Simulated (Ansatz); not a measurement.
SnO2: a vibration from a frozen displacement

Method: DFT LDA, scalar-relativistic, plane waves, PAW in Ansatz. Settings: plane waves to 420 eV, k-mesh 10×10×10 (Γ-centred), Gaussian smearing 0.05 eV. No spin polarisation. Energies are free energies at this smearing, counted from the undisturbed cell; pressure is positive in compression.

Reference structure (relaxed at this level; this form isn't the usual structure):

```xyz
6
Lattice="-1.9861 1.9861 5.0902 1.9861 -1.9861 5.0902 1.9861 1.9861 -5.0902" Properties=species:S:1:pos:R:3 pbc="T T T"
Sn    0.0000    1.9861    2.5451
Sn    0.0000    0.0000    0.0000
O     0.0000    0.0000    8.1137
O     0.0000    1.9861    4.6117
O     0.0000    0.0000    2.0666
O     0.0000    1.9861    0.4785
```

Atom 3 (O) is moved by x along the Cartesian unit vector (-0.781, 0.000, 0.625); the cell and all other atoms stay fixed. The cell's volume is 80.32 Å³; the moved atoms weigh 15.999 u together and the others 285.417 u.

```csv
x (Å),ΔE (meV/cell),total force on the moved atoms along the move (eV/Å),pressure (GPa)
-0.2000,451.82,4.7731,1.1484
-0.1600,283.12,3.6783,0.4392
-0.1200,156.37,2.6723,-0.0167
-0.0800,68.42,1.7351,-0.2350
-0.0400,16.88,0.8492,-0.2305
0.0000,0.00,-0.0004,-0.0143
0.0800,65.96,-1.6404,1.0104
0.1200,147.79,-2.4510,1.8007
0.1600,262.10,-3.2656,2.7669
0.2000,409.18,-4.0904,3.9023
```

**Question.** What frequency belongs to this motion?

**Answer.** The force constant is k = −dF/dx = 20.994 eV/Å², from the parabola through x = -0.0400, 0 and 0.0800. In every cell the moved atoms swing against the rest, so the mass is μ = m₁m₂/(m₁ + m₂) = 15.150 u, and ν̃ = 521.5 cm⁻¹ × √(|k|/μ) = 614 cm⁻¹. The pattern needn't be a normal mode: ν̃² is then a weighted mean of the squared nonzero frequencies at the zone centre of this cell, taken without macroscopic field, so it lies between the lowest and the highest of them.

**Question.** How far does the harmonic law reach?

**Answer.** At x = -0.200 Å, kx²/2 = 419.88 meV against the computed 451.82 meV (+7.6 %): the well is still close to harmonic there.

The oxygen sits in a stiff, single well that is steeper on the negative side: at equal amplitude of 0.2000 Å the restoring force is 4.7731 eV/Å there, against 4.0904 eV/Å on the positive side. The geometry explains this. In this anatase-type cell each oxygen binds three tin atoms, and a negative displacement drives it almost head-on into one Sn–O bond while the other two lengthen. A positive displacement instead shares a milder compression between two bonds. Short-range repulsion rises faster than linearly, so the single strongly shortened bond dominates. The pressure fits this picture: on the negative side it first falls, as two bonds relax, then climbs to 1.1484 GPa, probably as repulsion in the third takes over. The cubic term thus shows more clearly in the force than in the energy. Since only one oxygen of an inversion-related pair moves, the motion mixes even and odd vibrations, and 614 cm⁻¹ shouldn't be assigned to a single Raman or infrared line.
